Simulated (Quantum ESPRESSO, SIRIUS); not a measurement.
This is a calculation of FeO for Quantum ESPRESSO 7.5. The cell comes from a database or a generator and needn't be the stable form of this composition.

Contents of pw.in:

```
&CONTROL
  calculation = 'scf'
  prefix = 'pwscf'
  outdir = './tmp'
  pseudo_dir = './pseudo'
  tprnfor = .true.
  tstress = .true.
  disk_io = 'nowf'
/
&SYSTEM
  ibrav = 0
  nat = 2
  ntyp = 2
  ecutwfc = 64
  ecutrho = 782
  nbnd = 21
  occupations = 'smearing'
  smearing = 'fd'
  degauss = 0.00367493
  nspin = 2
  starting_magnetization(1) = 0.1875
  starting_magnetization(2) = 0
/
&ELECTRONS
  conv_thr = 4d-10
  electron_maxstep = 120
  mixing_beta = 0.3
/
ATOMIC_SPECIES
Fe    55.8450 Fe.pbe-spn-kjpaw_psl.0.2.1.UPF
O     15.9990 O.pbe-n-kjpaw_psl.0.1.UPF
CELL_PARAMETERS angstrom
   2.6124696300    0.0000000000    0.0000000000
   0.0000000000    2.6124696300    0.0000000000
   0.0000000000    0.0000000000    2.6124696300
ATOMIC_POSITIONS crystal
Fe     0.0000000000    0.0000000000    0.0000000000
O      0.5000000000    0.5000000000    0.5000000000
K_POINTS automatic
10 10 10 0 0 0
```

Potentials or basis: SSSP 1.3 efficiency PBE.

Launch:

```bash
$ OMP_NUM_THREADS=1 pw.x -in pw.in > pw.out
```

Problem. What does the same run look like in SIRIUS 7.12.0? Potentials or basis there: all-electron FP-LAPW, apw+lo standard.

Solution. As run (cutoffs and basis follow the program's own potentials, and thresholds, step limits or extra output files can differ):

File sirius.json:

```json
{
  "control": {
    "processing_unit": "cpu",
    "std_evp_solver_name": "lapack",
    "gen_evp_solver_name": "lapack",
    "verbosity": 2,
    "print_forces": true,
    "ortho_rf": true,
    "use_second_variation": true,
    "rmt_max": 3.0,
    "num_bands_to_print": 22,
    "save_wf": true
  },
  "parameters": {
    "electronic_structure_method": "full_potential_lapwlo",
    "xc_functionals": ["XC_GGA_X_PBE", "XC_GGA_C_PBE"],
    "core_relativity": "dirac",
    "valence_relativity": "iora",
    "num_fv_states": 22,
    "smearing": "fermi_dirac",
    "smearing_width": 0.0018374661,
    "pw_cutoff": 24,
    "gk_cutoff": 4.56,
    "lmax_apw": 12,
    "lmax_rho": 8,
    "lmax_pot": 8,
    "num_mag_dims": 1,
    "auto_rmt": 0,
    "ngridk": [10, 10, 10],
    "shiftk": [0, 0, 0],
    "num_dft_iter": 80,
    "energy_tol": 1e-07,
    "density_tol": 1e-05,
    "use_symmetry": true
  },
  "settings": {"tol_ne": 1e-10},
  "iterative_solver": {"type": "exact"},
  "mixer": {"type": "anderson", "beta": 0.4, "max_history": 8},
  "unit_cell": {
    "lattice_vectors": [[4.9368521096, 0.0, 0.0], [0.0, 4.9368521096, 0.0], [0.0, 0.0, 4.9368521096]],
    "atom_types": ["Fe", "O"],
    "atom_files": {"Fe": "Fe.json", "O": "O.json"},
    "atoms": {"Fe": [[0.0, 0.0, 0.0, 0.0, 0.0, 3.0]], "O": [[0.5, 0.5, 0.5, 0.0, 0.0, 0.0]]}
  }
}
```

Potentials or basis: all-electron FP-LAPW, apw+lo standard.

Launch:

```sh
$ OMP_NUM_THREADS=1 sirius.scf --input=sirius_start.json --output=start.json
$ OMP_NUM_THREADS=1 sirius.scf --input=sirius.json --output=output.json --task=1
```

Both were run:

|  | Quantum ESPRESSO | SIRIUS |
| --- | --- | --- |
| Net moment | 4.00 μB per cell | 4.00 μB per cell |

The magnetic state is the one that the start led to; the real crystal's order can differ.
